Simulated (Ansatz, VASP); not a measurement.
# ZnS: VASP beside Ansatz, part 2 of 2

Wanted: the spread between two codes on one cell, functional and k mesh. The cell is taken from a series of runs on this material, whose earlier steps may have relaxed, scaled, displaced or heated it; both programs get it as it stands.

VASP 6.6.1 and Ansatz 0.2.0.

So far: The starting structure; VASP: dielectric response, r2SCAN.

**3. Ansatz: dielectric response, r2SCAN**

Level of this step: Ansatz beside VASP: Kohn-Sham DFT, plane waves, r2SCAN (Ansatz).

Ansatz runs on its PAW soft_1 files.

The same cell, functional and mesh now go to Ansatz, which takes its cutoff from its data sets.

Input file input.yaml:

```yaml
crystal:
  lattice:
    - [0.0, 2.702, 2.702]
    - [2.702, 0.0, 2.702]
    - [2.702, 2.702, 0.0]
  atoms:
    - { symbol: Zn, position: [0.25, 0.25, 0.25] }
    - { symbol: S, position: [0.0, 0.0, 0.0] }
kpoints:
  mp_grid: { grid: [7, 7, 7] }
scf:
  occupations: { method: fixed }
hamiltonian:
  xc: r2scan
  pseudopotentials: { kind: paw, azcp: { folder: soft_1 } }
dielectric: {}
```

Command:

```bash
$ ansatz run input.yaml --threads 4 --pin off --max-ram 8192MiB --backend cpu --events-out ev --progress --plain --runs-dir out
```

Numbers of over 12 decimals in the logs are rounded to 6 here.

The log of the run:

```text
Engine: ansatz 0.2.0, aarch64-unknown-linux-gnu
Pseudopotentials: kind: paw
Pseudopotential: Zn, paw, valence charge 12, recommended cutoff 500 eV (meta_gga), soft_1/Zn.paw.azcp
Pseudopotential: S, paw, valence charge 6, recommended cutoff 500 eV (meta_gga), soft_1/S.paw.azcp
Functional definition: r2SCAN
  parameter k0 = 0.174
  parameter k1 = 0.065
  parameter a1 = 4.9479
  exchange = r2scan_x(k0 = k0, k1 = k1, a1 = a1)
  correlation = r2scan_c
Crystal: 2 atoms, lattice volume = 39.454 Å³
Basis set: ecut = 500 eV, 965 PW (Γ), exchange–correlation on 120×120×120 points (64 copies of the dense FFT grid, shifted against one another)
Bands: 13, of which v1, the nominal top of the filled ones, is band 9 counted from 1 (8 counted from 0)
Symmetry: 24 space group operations
k-points: 64 of 343 (irreducible under 4 space group operations, time reversal used)
Non-local potential: Zn, projectors of the file, l = 0: 2, l = 1: 2, l = 2: 3, l = 3: 1
Non-local potential: S, projectors of the file, l = 0: 2, l = 1: 2, l = 2: 1
PAW form: soft (Blöchl's): semilocal exchange-correlation on the pseudo side does not see the compensation charge
PAW frozen core: Zn, regenerated for the run's functional (the file was generated under x = pbe(κ = 0.804, μ = 0.219515), c = pbe(β = 0.066725))
PAW frozen core: S, regenerated for the run's functional (the file was generated under x = pbe(κ = 0.804, μ = 0.219515), c = pbe(β = 0.066725))
PAW one-centre angular grid: Zn, 590 points (default); XC on 160 Gauss nodes
PAW one-centre angular grid: S, 302 points (default); XC on 160 Gauss nodes
Initial density: superposition of atomic densities (chi_scale 0.1, normalization cell, long waves kept (reshape's long-wave potential 0.00 eV rms))
Initial wavefunctions: pseudopotential atomic-orbital guess
Functional: x = r2scan, c = r2scan; τ floored in thin density (d = 2e-4 eV/Å³)
SCF iter   1: F=—  HF=-4233.502940 eV  |F-HF|=—  |Δ(HF+E_count)|=         —  Δρ=5.34e-2  dr2=5.93e-1  dr2_τ=1.38e-2  ethr=3.10e-3  ⟨swp⟩=5.1  Hψ=4959  notcnv=0  defer=121
preconditioner: auto → none  [insulator: Δε(μ)=2.744 eV  Ē_g=13.390 eV  n_scr=14 (ndim 8)  ℏωp=25.1 eV  f_vac=0.000  ε∞_Penn≈4.5]
SCF iter   2: F=—  HF=-4233.458645 eV  |F-HF|=—  |Δ(HF+E_count)|=   4.43e-2  Δρ=1.58e-2  dr2=6.32e-2  dr2_τ=1.45e-3  ethr=3.10e-3  ⟨swp⟩=2.0  Hψ=2011  notcnv=0  defer=101
SCF iter   3: F=—  HF=-4233.452622 eV  |F-HF|=—  |Δ(HF+E_count)|=   6.02e-3  Δρ=1.31e-2  dr2=3.09e-2  dr2_τ=4.47e-4  ethr=3.51e-4  ⟨swp⟩=2.0  Hψ=1990  notcnv=0  defer=122
SCF iter   4: F=—  HF=-4233.450787 eV  |F-HF|=—  |Δ(HF+E_count)|=   1.84e-3  Δρ=1.94e-3  dr2=9.67e-4  dr2_τ=8.06e-5  ethr=1.72e-4  ⟨swp⟩=2.0  Hψ=1476  notcnv=0  defer=122
SCF iter   5: F=—  HF=-4233.450931 eV  |F-HF|=—  |Δ(HF+E_count)|=   1.44e-4  Δρ=5.45e-4  dr2=6.73e-5  dr2_τ=2.05e-6  ethr=5.37e-6  ⟨swp⟩=3.0  Hψ=2054  notcnv=0  defer=122
SCF iter   6: F=—  HF=-4233.450946 eV  |F-HF|=—  |Δ(HF+E_count)|=   1.49e-5  Δρ=3.88e-5  dr2=7.73e-7  dr2_τ=2.59e-8  ethr=3.74e-7  ⟨swp⟩=2.1  Hψ=1412  notcnv=0  defer=25
SCF iter   7: F=—  HF=-4233.450946 eV  |F-HF|=—  |Δ(HF+E_count)|=   1.66e-7  Δρ=9.83e-6  dr2=1.88e-8  dr2_τ=7.12e-10  ethr=4.29e-9  ⟨swp⟩=2.0  Hψ=1408  notcnv=0
SCF iter   8: F=—  HF=-4233.450946 eV  |F-HF|=—  |Δ(HF+E_count)|=  7.69e-10  Δρ=7.55e-7  dr2=2.28e-10  dr2_τ=1.34e-11  ethr=1.04e-10  ⟨swp⟩=2.3  Hψ=1419  notcnv=0
SCF iter   9: F=-4233.450946 eV  HF=-4233.450946 eV  |F-HF|=9.09e-13  |Δ(HF+E_count)|=  1.55e-11  Δρ=6.42e-8  dr2=1.68e-12  dr2_τ=4.64e-14  ethr=1.00e-12  ⟨swp⟩=5.0  Hψ=3838  notcnv=0
SCF 1 converged in 9 iterations: F = -4233.450946 eV  dr2 = 1.68e-12
  greatest PAW one-centre occupation: 0.983 electrons in one spin orbital (limit 2), on the Zn atom at site 0 (counted from 0), in its partial waves of l = 2
NSCF: frozen V_eff on 6 k-points
DFPT response loops at Γ: preconditioner auto → none (the input reference at scf.mixing.eps_inf says where Resta's filter doesn't serve); β = 0.50; Broyden in place of MSR1
── the response to a field inside a basis, on 8×8×8 k-points: an SCF that follows is theirs, and a resumed run solves both again ──
Bands: 10, of which v1, the nominal top of the filled ones, is band 9 counted from 1 (8 counted from 0)
k-points: 60 of 512 (irreducible under 6 space group operations, time reversal used)
Initial density: handed on by an earlier stage of this run
Initial wavefunctions: pseudopotential atomic-orbital guess (no wavefunctions were taken with the density)
Eigensolver: Dense (60 Hₖ)
SCF iter   1: F=—  HF=-4233.449591 eV  |F-HF|=—  |Δ(HF+E_count)|=         —  Δρ=1.48e-4  dr2=2.62e-6  dr2_τ=7.84e-7  ethr=1.00e-1
preconditioner: auto → none  [insulator: Δε(μ)=2.974 eV  Ē_g=10.485 eV  n_scr=14 (ndim 8)  ℏωp=25.1 eV  f_vac=0.025  ε∞_Penn≈6.7]
SCF iter   2: F=—  HF=-4233.449594 eV  |F-HF|=—  |Δ(HF+E_count)|=   2.63e-6  Δρ=1.00e-4  dr2=1.30e-6  dr2_τ=2.30e-7  ethr=1.45e-8
SCF iter   3: F=—  HF=-4233.449595 eV  |F-HF|=—  |Δ(HF+E_count)|=   1.70e-6  Δρ=6.70e-5  dr2=1.22e-6  dr2_τ=1.45e-8  ethr=7.24e-9
SCF iter   4: F=-4233.449595 eV  HF=-4233.449595 eV  |F-HF|=2.19e-9  |Δ(HF+E_count)|=   4.61e-7  Δρ=7.02e-6  dr2=5.88e-9  dr2_τ=4.95e-10  ethr=6.77e-9
SCF 1 converged in 4 iterations: F = -4233.449595 eV  dr2 = 5.88e-9
DFPT response loops at Γ: mixed as the last ones told, above
SCF converged after 9 iterations
Free energy (F): -4233.450946 eV
Harris-Foulkes:  -4233.450946 eV  (|F-HF|=9.09e-13)
Internal energy: -4233.450946 eV  (E = F + TS)
E sigma→0 (E₀):  -4233.450946 eV
Fermi energy:    5.491600 eV
--- Per-component energies (eV) ---
  E_band       = -2.914817
  E_kinetic    = 251.568451
  E_local      = -2274.608997  (includes V_loc(G=0)·N_el)
  E_nonlocal   = 860.841436
  E_hartree    = 869.627404
  E_xc         = -153.802398
  E_vxc        = -140.273140  (∫ρ·V_xc dr)
  E_paw        = -2533.405238  (= ΣΔE_a)
  E_vpaw       = -446.506255  (= ΣTr[D̂ρ^β])
  E_aug_tail   = 0.000073  (compensation charges beyond the density's cutoff)
  E_vtau       = 6.808813  (kinetic-family band-sum trace: ∫τ·v_τ [+ j·A + Jᵃ·Aᵃ] dr)
  E_ewald      = -1253.379294
  E_core_change = -0.292384  (= ΣΔE_core)
  E_smearing   = -0.000000  (= −TS)
  E_closure    = 0.000000  (closes the sum)
  Σ components = -4233.450946   (vs F -4233.450946, Δ=0.00e0)
--- Band table (eV; the first three rows and the last of 64) ---
  k-point 0: bands = [... 5 lower, -0.4735, 5.4916, 5.4916, 5.4916, 8.1536, 12.3576, 12.3576, 12.3576]
  k-point 1: bands = [... 5 lower, -0.4752, 4.1606, 5.3001, 5.3001, 9.0806, 12.2761, 12.6833, 12.6833]
  k-point 2: bands = [... 5 lower, -0.4680, 2.1542, 4.9163, 4.9163, 9.4827, 13.0128, 13.0128, 13.3131]
  k-point 63: bands = [... 5 lower, -0.3719, 1.1245, 2.5595, 4.2899, 10.7094, 12.6207, 13.9157, 14.3258]
--- Dielectric response (ions clamped): 3 representative field directions + reference, inside a basis on a mesh of 512 k-points (Σ response iterations 15) ---
  ε∞ (high-frequency dielectric tensor):
        5.418276    -0.000000     0.000000
       -0.000000     5.418276     0.000000
        0.000000     0.000000     5.418276
  Born effective charges Z* (e; rows j = field, columns β = displacement):
    site 0:
         1.99760    0.00000   -0.00000
         0.00000    1.99760    0.00000
        -0.00000   -0.00000    1.99760
    site 1:
        -1.99760   -0.00000    0.00000
        -0.00000   -1.99760   -0.00000
         0.00000    0.00000   -1.99760
  Z* charge neutrality: 1.583e-5 e pre-enforcement
  solved inside a basis spanned on kpoints, on 8×8×8 k-points, its susceptibility summed on 12×12×12: ε∞ is read to err by 1.4e-2, Z* by 1.2e-2 e (field_mesh: kpoints solves on kpoints); Z* is corrected for what the basis lacks
```

Reading the cycles: dr2 is the Hartree energy of the density residual (eV), the measure of convergence; HF is the Harris–Foulkes estimate of the energy, which meets the free energy F at convergence.

**4. Differences**

Known differences besides the potentials themselves: VASP keeps PBE cores, Ansatz makes them for the functional; fixed occupations in Ansatz, narrow Gaussian smearing in VASP; VASP's response is taken on the typed mesh, Ansatz refines its own for the field response alone; the cutoff is 500 eV in Ansatz and 440 eV in VASP; VASP takes ε∞ from a finite field, Ansatz from linear response. Total energies have different zeros and are not compared.

Compared:

```tsv
quantity	Ansatz	VASP	difference
ε∞ xx	5.42	5.37	+0.96 %
ε∞ yy	5.42	5.37	+0.96 %
ε∞ zz	5.42	5.37	+0.96 %
```

**5. Summary of results**

```json
{
 "difference in ε∞ xx (dielectric response, r2SCAN)": "0.96 %"
}
```

**Reading.** The difference in ε∞ xx is 0.96 % (dielectric response, r2SCAN), within the 5 % picked in this series as the mark of a large difference. How closely two codes agree says nothing of how well the functional describes the real material.

[Lines on the potential files, build, host, timing and source positions are cut from VASP's logs without a mark.]

[Logs are printed without paths, hosts, clocks, repeated set-up lines and the standing remarks that a program may print on its own settings, such as how far it seeks lower states.]

[Hosts, paths, dates, database ids (printed as entryN), source tags and the programs' standing remarks are cut or masked in the printed files.]
